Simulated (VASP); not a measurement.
# PbO2 (Fm-3m) in VASP: notebook

The runs below take PbO2 through single point, with PBEsol.

All numbers are computed with VASP 6.6.1; they aren't measurements. Logs are shortened: lines on timing, memory, paths and dates and some standing lists are left out, and cuts for length are marked.

## (1) The crystal as given

It takes space group Fm-3m (No. 225, cubic). The conventional cell has a = 5.404 Å, b = 5.404 Å, c = 5.404 Å, α = 90.00°, β = 90.00°, γ = 90.00°. Pb (site symmetry m-3m) is surrounded by 8 O at 2.34 Å. Around O (site symmetry -43m) lie 4 Pb at 2.34 Å.

The cell comes from a database or a generator and needn't be the stable form of this composition.

## (2) Single point, PBEsol

Input file INCAR:

```
ADDGRID  = F            
ALGO     = Normal         # electronic algorithm
EDIFF    = 1E-7           # SCF threshold, eV
ENCUT    = 400            # plane-wave cutoff, eV
GGA      = PS             # functional
ISIF     = 2              # what is computed and relaxed
ISMEAR   = 0              # smearing method
LASPH    = T              # aspherical terms in the spheres
LCHARG   = F              # write CHGCAR
LREAL    = F              # projectors in reciprocal space
LWAVE    = F              # write WAVECAR
NELM     = 100            # most SCF steps
PREC     = Accurate       # precision mode
SIGMA    = 0.05           # smearing width, eV
```

Input file KPOINTS:

```
k-points
0
Gamma
  9 9 9
```

Input file POSCAR:

```
PbO2
1.0
    0.0000000000      2.7019920000      2.7019920000
    2.7019920000      0.0000000000      2.7019920000
    2.7019920000      2.7019920000      0.0000000000
Pb O
1 2
Direct
    0.0000000000      0.0000000000      0.0000000000
    0.7500000000      0.7500000000      0.7500000000
    0.2500000000      0.2500000000      0.2500000000
```

Potentials or basis: VASP PAW PBE potentials, release 64 (Pb, O).

Launch:

```sh
$ cat potpaw_PBE.64/Pb/POTCAR potpaw_PBE.64/O/POTCAR > POTCAR
$ mpirun -np 1 vasp_std > vasp.out
```

OUTCAR:

```text
EDIFF = 1E-7
   ENCUT = 400
   GGA = PS
   ISIF = 2
   ISMEAR = 0
   LASPH = T
   LREAL = F
   NELM = 100
   PREC = Accurate

 Found     35 irreducible k-points:

 Following reciprocal coordinates:
            Coordinates               Weight
  0.000000  0.000000  0.000000      1.000000
  0.111111  0.000000  0.000000      8.000000
  0.222222  0.000000  0.000000      8.000000
  0.333333  0.000000  0.000000      8.000000
  0.444444  0.000000  0.000000      8.000000
  0.111111  0.111111  0.000000      6.000000
   k-points           NKPTS =     35   k-points in BZ     NKDIM =     35   number of bands    NBANDS=     12
   number of dos      NEDOS =    301   number of ions     NIONS =      3
   total plane-waves  NPLWV =  21952
   dimension x,y,z NGX =    28 NGY =   28 NGZ =   28
   dimension x,y,z NGXF=    56 NGYF=   56 NGZF=   56
   ions per type =               1   2
   NGX,Y,Z   is equivalent  to a cutoff of  12.18, 12.18, 12.18 a.u.
   NGXF,Y,Z  is equivalent  to a cutoff of  24.36, 24.36, 24.36 a.u.
 SYSTEM =  unknown system
   PREC   = accura    normal or accurate (medium, high low for compatibility)
   ISTART =      0    job   : 0-new  1-cont  2-samecut
   ICHARG =      2    charge: 1-file 2-atom 10-const
   ISPIN  =      1    spin polarized calculation?
   LNONCOLLINEAR =      F non collinear calculations
   LSORBIT =      F    spin-orbit coupling
   LASPH  =      T    aspherical Exc in radial PAW
   ENCUT  =  400.0 eV  29.40 Ry    5.42 a.u.   6.23  6.23  6.23*2*pi/ulx,y,z
   NELM   =    100;   NELMIN=  2; NELMDL= -5     # of ELM steps
   EDIFF  = 0.1E-06   stopping-criterion for ELM
   LREAL  =      F    real-space projection
   EDIFFG = 0.1E-05   stopping-criterion for IOM
   NSW    =      0    number of steps for IOM
   IBRION =     -1    ionic relax: 0-MD 1-quasi-New 2-CG
   NFREE  =      0    steps in history (QN), initial steepest desc. (CG)
   ISIF   =      2    stress and relaxation
   ISYM   =      2    0-nonsym 1-usesym 2-fastsym
   POTIM  = 0.5000    time-step for ionic-motion
   TEBEG  =    0.0;   TEEND  =   0.0 temperature during run
   PSTRESS=    0.0 pullay stress
   NELECT =      16.0000    total number of electrons
   NUPDOWN=      -1.0000    fix difference up-down
   EMIN   =  10.00;   EMAX   =-10.00  energy-range for DOS
   EFERMI =   0.00;   METHOD = LEGACY
   ISMEAR =     0;   SIGMA  =   0.05  broadening in eV -4-tet -1-fermi 0-gaus
   EFERMI_NEDOS =   21; number of points for ismear=-14 and -15
   IALGO  =     38    algorithm
   IMIX   =      4    mixing-type and parameters
     AMIX     =   0.40;   BMIX     =  1.00
     AMIX_MAG =   1.60;   BMIX_MAG =  1.00
  volume/ion in A,a.u.               =      13.15        88.75
  Fermi-wavevector in a.u.,A,eV,Ry     =   1.211772  2.289916 19.978664  1.468390
  Thomas-Fermi vector in A             =   2.347277
   LORBIT       =      0    0 simple, 1 ext, 2 COOP (PROOUT), +10 PAW based schemes
   GGA     = PS    functional components
   LHFCALC =     F    Hartree Fock is set to
   AEXX    =    0.0000 exact exchange contribution
   IVDW    =     0    specifies the selected vdW correction
   LEPSILON=     F    determine dielectric tensor
   LRPA    =     F    only Hartree local field effects (RPA)
 non-spin polarized calculation
 Gauss-broadening in eV      SIGMA  =   0.05
  energy-cutoff  :      400.00
  volume of cell :       39.45
 maximum number of plane-waves:       725
 NGX is ok and might be reduce to    28
   NGX = 13   NGY = 13   NGZ = 13

 number of electron      15.9999996 magnetization

 Free energy of the ion-electron system (eV)
  ---------------------------------------------------
  ext. energy  EPLUGINS =         0.00000000
  ---------------------------------------------------
  free energy    TOTEN  =       -17.01997507 eV

  energy without entropy =      -17.01830598  energy(sigma->0) =      -17.01914052

 E-fermi :   3.7201     XC(G=0): -11.3073

 val. band max:        3.7153001416   @ k =  -0.3333   0.4444   0.2222
 cond. band min:       4.2594869583   @ k =  -0.1111   0.1111   0.0000
 fundamental gap:      0.5441868167
 Fermi energy:         3.7200590891

 k-point     1 :       0.0000    0.0000    0.0000
  band No.  band energies     occupation
      1     -14.6853      2.00000
      2     -11.7967      2.00000
      3       0.9540      2.00000
      4       1.6788      2.00000
      5       1.6788      2.00000
      6       1.6788      2.00000
      7       2.5630      2.00000
      8       2.5630      2.00000
      9       2.5630      2.00000
     10      10.5853      0.00000
     11      10.5853      0.00000
     12      10.5853      0.00000

 k-point     2 :       0.1111    0.0000    0.0000
  band No.  band energies     occupation
      1     -14.5812      2.00000
      2     -11.8162      2.00000
      3       0.0323      2.00000
      4       1.4722      2.00000
      5       1.5862      2.00000
      6       1.5862      2.00000
      7       2.5324      2.00000
      8       2.5324      2.00000
      9       3.5418      2.00000
     10      10.3297      0.00000
     11      10.8425      0.00000
     12      10.8425      0.00000

 k-point     3 :       0.2222    0.0000    0.0000
  band No.  band energies     occupation
      1     -14.2764      2.00000
      2     -11.9161      2.00000
      3      -1.2683      2.00000
      4       1.1136      2.00000
      5       1.3659      2.00000
      6       1.3659      2.00000
      7       2.4513      2.00000
      8       2.4513      2.00000
      9       4.8011      0.00000
     10      10.1601      0.00000
     11      11.5261      0.00000
     12      11.5261      0.00000

 k-point     4 :       0.3333    0.0000    0.0000
  band No.  band energies     occupation
      1     -13.7968      2.00000
      2     -12.1757      2.00000
      3      -2.2689      2.00000
      4       0.7228      2.00000
      5       1.1344      2.00000
      6       1.1344      2.00000
      7       2.3579      2.00000
      8       2.3579      2.00000
      9       5.7526      0.00000
     10      10.4025      0.00000
     11      12.3913      0.00000
     12      12.3913      0.00000

 k-point     5 :       0.4444    0.0000    0.0000
  band No.  band energies     occupation
      1     -13.2170      2.00000
      2     -12.6242      2.00000
      3      -2.7948      2.00000
      4       0.4739      2.00000
      5       0.9928      2.00000
      6       0.9928      2.00000
      7       2.2909      2.00000
      8       2.2909      2.00000
      9       6.2516      0.00000
     10      10.7246      0.00000
     11      13.0390      0.00000
     12      13.0390      0.00000

 k-point     6 :       0.1111    0.1111    0.0000
  band No.  band energies     occupation
      1     -14.5480      2.00000
      2     -11.8172      2.00000
      3      -0.1931      2.00000
      4       1.2327      2.00000
      5       1.2327      2.00000
      6       1.8783      2.00000
      7       2.7831      2.00000
      8       2.7831      2.00000
      9       3.4649      2.00000
     10       9.9633      0.00000
     11      11.0824      0.00000
     12      11.0824      0.00000

 [... further k-points ...]

------------------------ aborting loop because EDIFF is reached ----------------------------------------

  FORCE on cell =-STRESS in cart. coord.  units (eV):
  Direction    XX          YY          ZZ          XY          YZ          ZX
  --------------------------------------------------------------------------------------
  -------------------------------------------------------------------------------------
  Total       -2.9379548     -2.9379548     -2.9379548      0.0000000     -0.0000000      0.0000000
  in kB     -119.3090851   -119.3090851   -119.3090851      0.0000000     -0.0000000      0.0000000
  external PRESSURE =    -119.3090851 kB  Pullay stress =       0.0000000 kB

 VOLUME and BASIS-vectors are now :
 -----------------------------------------------------------------------------
  energy-cutoff  :      400.00
  volume of cell :       39.45
      direct lattice vectors                 reciprocal lattice vectors
     0.000000000  2.701992000  2.701992000    -0.185048660  0.185048660  0.185048660
     2.701992000  0.000000000  2.701992000     0.185048660 -0.185048660  0.185048660
     2.701992000  2.701992000  0.000000000     0.185048660  0.185048660 -0.185048660

 POSITION                                       TOTAL-FORCE (eV/Angst)
 -----------------------------------------------------------------------------------
      0.00000      0.00000      0.00000         0.000000     -0.000000      0.000000
      4.05299      4.05299      4.05299         0.000000      0.000000      0.000000
      1.35100      1.35100      1.35100        -0.000000     -0.000000     -0.000000
 -----------------------------------------------------------------------------------
    total drift:                                0.000000      0.000000      0.000000

  FREE ENERGIE OF THE ION-ELECTRON SYSTEM (eV)
  ---------------------------------------------------
  free  energy   TOTEN  =       -17.0199750708 eV

  energy  without entropy=      -17.0183059771  energy(sigma->0) =      -17.01914052
```

It took 25 s on 1 thread of AMD EPYC 7R43 (Zen 3), shared host; peak memory 0.13 GiB.

The run converged, but some of its settings lie outside the range that counts as converged, so its numbers aren't taken as properties of the crystal.

What came out:

* Free energy: -17.0200 eV
* Band gap on the k mesh: none (metal or under the smearing width)

Caveat: the cutoff is under 1.25 times the usual one of these potentials, so pressure, stress and relaxed cells hold a basis-set (Pulay) error; the PAW data sets were made with another functional, which shifts forces and pressure a little.

(Part 1 of 2 ends here.)
